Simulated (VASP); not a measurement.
# ZnGe2N2 (P2_1/m) in VASP: single point with PBE

Aim: the single point of ZnGe2N2 with PBE.

All numbers are computed with VASP 6.6.1; they aren't measurements. Logs are shortened: lines on timing, memory, paths and dates and some standing lists are left out, and cuts for length are marked.

### Step 1. The structure

It takes space group P2_1/m (No. 11, monoclinic). Conventional cell: a = 5.452 Å, b = 3.112 Å, c = 7.991 Å, α = 90.00°, β = 90.30°, γ = 90.00°. Zn (site symmetry m) is surrounded by 2 N at 2.02 Å. Ge (site symmetry m) has 3 N at 1.99 Å as nearest neighbours. Around Ge (site symmetry m) lie 3 N at 2.01 to 2.04 Å. N (site symmetry m) is surrounded by 3 Ge at 1.99 to 2.01 Å and 1 Zn at 2.02 Å. N (site symmetry m) is surrounded by 3 Ge at 1.99 to 2.04 Å and 1 Zn at 2.02 Å.

The cell was built by a generator and needn't be a form met in nature.

### Step 2. Single point, PBE

The input, INCAR:

```
PREC = Normal
ENCUT = 520
EDIFF = 1E-5
ISMEAR = 0
SIGMA = 0.15
LREAL = Auto
LASPH = True
NELM = 80
ALGO = Fast
ISIF = 2
LWAVE = False
LCHARG = False
GGA = PE
```

The input, KPOINTS:

```
Automatic mesh
0
Gamma
  4 7 3
```

The input, POSCAR:

```
ZnGe2N2
1.0
    5.4524410000      0.0000000000      0.0000000000
    0.0000000000      3.1118200000      0.0000000000
   -0.0419090000      0.0000000000      7.9911130000
Zn Ge N
2 4 4
Direct
    0.1893860000      0.2500000000      0.0008600000
    0.8106140000      0.7500000000      0.9991400000
    0.4172790000      0.7500000000      0.3568130000
    0.9129940000      0.2500000000      0.3583830000
    0.5827210000      0.2500000000      0.6431870000
    0.0870060000      0.7500000000      0.6416170000
    0.2562910000      0.2500000000      0.7521500000
    0.7488430000      0.7500000000      0.7493050000
    0.2511570000      0.2500000000      0.2506950000
    0.7437090000      0.7500000000      0.2478500000
```

Potentials or basis: VASP PAW PBE potentials, release 64 (Zn, Ge_d, N).

On the command line:

```console
$ cat potpaw_PBE.64/Zn/POTCAR potpaw_PBE.64/Ge_d/POTCAR potpaw_PBE.64/N/POTCAR > POTCAR
$ mpirun -np 1 vasp_std > vasp.out
```

OUTCAR:

```text
PREC = Normal
   ENCUT = 520
   EDIFF = 1E-5
   ISMEAR = 0
   LREAL = Auto
   LASPH = True
   NELM = 80
   ISIF = 2
   GGA = PE

 ion  position               nearest neighbor table
   1  0.189  0.250  0.001-   7 2.02   9 2.02   2 2.59   2 2.59
   2  0.811  0.750  0.999-  10 2.02   8 2.02   1 2.59   1 2.59
   3  0.417  0.750  0.357-  10 1.99   9 1.99   9 1.99   5 2.91   5 2.91   6 2.91
   4  0.913  0.250  0.358-  10 2.01  10 2.01   9 2.04   6 2.90   6 2.90   5 2.91
   5  0.583  0.250  0.643-   7 1.99   8 1.99   8 1.99   3 2.91   3 2.91   4 2.91
   6  0.087  0.750  0.642-   7 2.01   7 2.01   8 2.04   4 2.90   4 2.90   3 2.91
   7  0.256  0.250  0.752-   5 1.99   6 2.01   6 2.01   1 2.02
   8  0.749  0.750  0.749-   5 1.99   5 1.99   2 2.02   6 2.04
   9  0.251  0.250  0.251-   3 1.99   3 1.99   1 2.02   4 2.04
  10  0.744  0.750  0.248-   3 1.99   4 2.01   4 2.01   2 2.02

  LATTYP: Found a simple monoclinic cell.
 ALAT       =     5.4524410000
 B/A-ratio  =     0.5707205268
 C/A-ratio  =     1.4656229924
 COS(beta)  =    -0.0052443788

  Lattice vectors:

 A1 = (   5.4524410000,   0.0000000000,   0.0000000000)
 A2 = (   0.0000000000,   3.1118200000,   0.0000000000)
 A3 = (  -0.0419090000,   0.0000000000,   7.9911130000)

Analysis of symmetry for initial positions (statically):
=====================================================================
 Subroutine PRICEL returns:
 Original cell was already a primitive cell.

 Routine SETGRP: Setting up the symmetry group for a
 simple monoclinic supercell.

 Subroutine GETGRP returns: Found  4 space group operations
 (whereof  2 operations were pure point group operations)
 out of a pool of  4 trial point group operations.

The static configuration has the point symmetry S_2 .
 The point group associated with its full space group is C_2h.

Analysis of symmetry for dynamics (positions and initial velocities):
=====================================================================
 Subroutine PRICEL returns:
 Original cell was already a primitive cell.

 Routine SETGRP: Setting up the symmetry group for a
 simple monoclinic supercell.

 Subroutine GETGRP returns: Found  4 space group operations
 (whereof  2 operations were pure point group operations)
 out of a pool of  4 trial point group operations.

The dynamic configuration has the point symmetry S_2 .
 The point group associated with its full space group is C_2h.

 Subroutine INISYM returns: Found  4 space group operations
 (whereof  2 operations are pure point group operations),
 and found     1 'primitive' translations

----------------------------------------------------------------------------------------

                                     Primitive cell

  volume of cell :     135.5853

  direct lattice vectors                    reciprocal lattice vectors
     5.452441000  0.000000000  0.000000000     0.183404094  0.000000000  0.000961854
     0.000000000  3.111820000  0.000000000     0.000000000  0.321355348  0.000000000
    -0.041909000  0.000000000  7.991113000     0.000000000  0.000000000  0.125139014

  length of vectors
     5.452441000  3.111820000  7.991222894     0.183406616  0.321355348  0.125139014

  position of ions in fractional coordinates (direct lattice)
     0.189386000  0.250000000  0.000860000
     0.810614000  0.750000000  0.999140000
     0.417279000  0.750000000  0.356813000
     0.912994000  0.250000000  0.358383000
     0.582721000  0.250000000  0.643187000
     0.087006000  0.750000000  0.641617000
     0.256291000  0.250000000  0.752150000
     0.748843000  0.750000000  0.749305000
     0.251157000  0.250000000  0.250695000
     0.743709000  0.750000000  0.247850000

  ion indices of the primitive-cell ions
   primitive index   ion index
                 1           1
                 2           2
                 3           3
                 4           4
                 5           5
                 6           6
                 7           7
                 8           8
                 9           9
                10          10

----------------------------------------------------------------------------------------

 KPOINTS: Automatic mesh

Automatic generation of k-mesh.
 Grid dimensions read from file:
 generate k-points for:    4    7    3

 Generating k-lattice:

  Cartesian coordinates                     Fractional coordinates (reciprocal lattice)
     0.045851023  0.000000000  0.000240463     0.250000000  0.000000000  0.000000000
     0.000000000  0.045907907  0.000000000     0.000000000  0.142857143  0.000000000
     0.000000000  0.000000000  0.041713005     0.000000000  0.000000000  0.333333333

  Length of vectors
     0.045851654  0.045907907  0.041713005

  Shift w.r.t. Gamma in fractional coordinates (k-lattice)
     0.000000000  0.000000000  0.000000000

 Subroutine IBZKPT returns following result:
 ===========================================

 Found     28 irreducible k-points:

 Following reciprocal coordinates:
            Coordinates               Weight
  0.000000  0.000000  0.000000      1.000000
  0.250000  0.000000  0.000000      2.000000
  0.500000  0.000000  0.000000      1.000000
  0.000000  0.142857  0.000000      2.000000
  0.250000  0.142857  0.000000      4.000000
  0.500000  0.142857  0.000000      2.000000
[... 16 lines left out ...]
  0.500000  0.285714  0.333333      4.000000
 -0.250000  0.285714  0.333333      4.000000
 [... further k-points ...]
   k-points           NKPTS =     28   k-points in BZ     NKDIM =     28   number of bands    NBANDS=     60
   number of dos      NEDOS =    301   number of ions     NIONS =     10
   total plane-waves  NPLWV =  25920
   dimension x,y,z NGX =    30 NGY =   18 NGZ =   48
   dimension x,y,z NGXF=    60 NGYF=   36 NGZF=   96
   ions per type =               2   4   4
   NGX,Y,Z   is equivalent  to a cutoff of   9.15,  9.62,  9.99 a.u.
   NGXF,Y,Z  is equivalent  to a cutoff of  18.29, 19.23, 19.97 a.u.
 SYSTEM =  unknown system
   PREC   = normal    normal or accurate (medium, high low for compatibility)
   ISTART =      0    job   : 0-new  1-cont  2-samecut
   ICHARG =      2    charge: 1-file 2-atom 10-const
   ISPIN  =      1    spin polarized calculation?
   LNONCOLLINEAR =      F non collinear calculations
   LSORBIT =      F    spin-orbit coupling
   LASPH  =      T    aspherical Exc in radial PAW
   ENCUT  =  520.0 eV  38.22 Ry    6.18 a.u.  10.14  5.79 14.86*2*pi/ulx,y,z
   NELM   =     80;   NELMIN=  2; NELMDL= -5     # of ELM steps
   EDIFF  = 0.1E-04   stopping-criterion for ELM
   LREAL  =      T    real-space projection
   EDIFFG = 0.1E-03   stopping-criterion for IOM
   NSW    =      0    number of steps for IOM
   IBRION =     -1    ionic relax: 0-MD 1-quasi-New 2-CG
   NFREE  =      0    steps in history (QN), initial steepest desc. (CG)
   ISIF   =      2    stress and relaxation
   ISYM   =      2    0-nonsym 1-usesym 2-fastsym
   POTIM  = 0.5000    time-step for ionic-motion
   TEBEG  =    0.0;   TEEND  =   0.0 temperature during run
   PSTRESS=    0.0 pullay stress
   NELECT =     100.0000    total number of electrons
   NUPDOWN=      -1.0000    fix difference up-down
   EMIN   =  10.00;   EMAX   =-10.00  energy-range for DOS
   EFERMI =   0.00;   METHOD = LEGACY
   ISMEAR =     0;   SIGMA  =   0.15  broadening in eV -4-tet -1-fermi 0-gaus
   EFERMI_NEDOS =   21; number of points for ismear=-14 and -15
   IALGO  =     68    algorithm
   IMIX   =      4    mixing-type and parameters
     AMIX     =   0.40;   BMIX     =  1.00
     AMIX_MAG =   1.60;   BMIX_MAG =  1.00
  volume/ion in A,a.u.               =      13.56        91.50
  Fermi-wavevector in a.u.,A,eV,Ry     =   1.479122  2.795135 29.766842  2.187801
  Thomas-Fermi vector in A             =   2.593318
   LORBIT       =      0    0 simple, 1 ext, 2 COOP (PROOUT), +10 PAW based schemes
   GGA     = PE    functional components
   LHFCALC =     F    Hartree Fock is set to
   AEXX    =    0.0000 exact exchange contribution
   IVDW    =     0    specifies the selected vdW correction
   LEPSILON=     F    determine dielectric tensor
   LRPA    =     F    only Hartree local field effects (RPA)
 non-spin polarized calculation
 RMM-DIIS sequential band-by-band and
 Gauss-broadening in eV      SIGMA  =   0.15
  energy-cutoff  :      520.00
  volume of cell :      135.59
 maximum number of plane-waves:      3662
   NGX = 21   NGY = 11   NGZ = 29

 number of electron     100.0000000 magnetization

 number of electron      99.9999972 magnetization

 Free energy of the ion-electron system (eV)
  ---------------------------------------------------
  ext. energy  EPLUGINS =         0.00000000
  ---------------------------------------------------
  free energy    TOTEN  =       -51.73274711 eV

  energy without entropy =      -51.71316547  energy(sigma->0) =      -51.72295629

 E-fermi :   5.9812     XC(G=0): -11.2297

 val. band max:        5.9784267865   @ k =   0.2500   0.4286   0.3333
 cond. band min:       6.0240767205   @ k =   0.5000   0.2857   0.3333
 fundamental gap:      0.0456499340
 Fermi energy:         5.9812397043

 k-point     1 :       0.0000    0.0000    0.0000
  band No.  band energies     occupation
      1     -19.3685      2.00000
      2     -19.3458      2.00000
      3     -19.3006      2.00000
      4     -19.2986      2.00000
      5     -19.2880      2.00000
      6     -19.2868      2.00000
[... 52 lines left out ...]
     59      11.3947      0.00000
     60      11.8589      0.00000

 k-point     2 :       0.2500    0.0000    0.0000
  band No.  band energies     occupation
      1     -19.3595      2.00000
      2     -19.3400      2.00000
      3     -19.3052      2.00000
      4     -19.2951      2.00000
      5     -19.2940      2.00000
      6     -19.2770      2.00000
[... 1375 lines left out ...]
     59      11.0547      0.00000
     60      11.2894      0.00000

 k-point    24 :      -0.2500    0.2857    0.3333
  band No.  band energies     occupation
      1     -19.3475      2.00000
      2     -19.3350      2.00000
      3     -19.3240      2.00000
      4     -19.3168      2.00000
      5     -19.2740      2.00000
      6     -19.2634      2.00000
[... 52 lines left out ...]
     59      11.0276      0.00000
     60      11.3061      0.00000

 [... further k-points ...]

------------------------ aborting loop because EDIFF is reached ----------------------------------------

  FORCE on cell =-STRESS in cart. coord.  units (eV):
  Direction    XX          YY          ZZ          XY          YZ          ZX
  --------------------------------------------------------------------------------------
  -------------------------------------------------------------------------------------
  Total       -0.0380919     -0.1316236     -0.0560098      0.0000000      0.0000000     -0.0728047
  in kB       -0.4501219     -1.5553622     -0.6618530      0.0000000      0.0000000     -0.8603147
  external PRESSURE =      -0.8891124 kB  Pullay stress =       0.0000000 kB

 VOLUME and BASIS-vectors are now :
 -----------------------------------------------------------------------------
  energy-cutoff  :      520.00
  volume of cell :      135.59
      direct lattice vectors                 reciprocal lattice vectors
     5.452441000  0.000000000  0.000000000     0.183404094  0.000000000  0.000961854
     0.000000000  3.111820000  0.000000000     0.000000000  0.321355348  0.000000000
    -0.041909000  0.000000000  7.991113000     0.000000000  0.000000000  0.125139014

 POSITION                                       TOTAL-FORCE (eV/Angst)
 -----------------------------------------------------------------------------------
      1.03258      0.77795      0.00687         0.004126     -0.000000      0.005733
      4.37795      2.33386      7.98424        -0.004126     -0.000000     -0.005733
      2.26024      2.33386      2.85133        -0.005167      0.000000     -0.003086
      4.96303      0.77795      2.86388        -0.004392      0.000000      0.007130
      3.15030      0.77795      5.13978         0.005167     -0.000000      0.003086
      0.44751      2.33386      5.12723         0.004392     -0.000000     -0.007130
      1.36589      0.77795      6.01052        -0.027623      0.000000      0.001025
      4.05162      2.33386      5.98778        -0.021508     -0.000000     -0.017000
      1.35891      0.77795      2.00333         0.021508     -0.000000      0.017000
      4.04464      2.33386      1.98060         0.027623     -0.000000     -0.001025
 -----------------------------------------------------------------------------------
    total drift:                               -0.000000      0.000000     -0.000000

  FREE ENERGIE OF THE ION-ELECTRON SYSTEM (eV)
  ---------------------------------------------------
  free  energy   TOTEN  =       -51.7327471127 eV

  energy  without entropy=      -51.7131654682  energy(sigma->0) =      -51.72295629
```

Run time: 3.4 min. Hardware: 1 thread of AMD EPYC 7R13 (Zen 3), shared host; peak memory 0.23 GiB.

What came out:

* Free energy: -51.7327 eV
* Pressure: -0.1 GPa
* Largest force: 0.028 eV/Å
* Band gap on the k mesh: none (metal or under the smearing width)

Forces on the atoms (eV/Å):
```
Zn   0.004  0.000  0.006
Zn  -0.004  0.000 -0.006
Ge  -0.005  0.000 -0.003
Ge  -0.004  0.000  0.007
Ge   0.005  0.000  0.003
Ge   0.004  0.000 -0.007
N   -0.028  0.000  0.001
N   -0.022  0.000 -0.017
N    0.022  0.000  0.017
N    0.028  0.000 -0.001
```
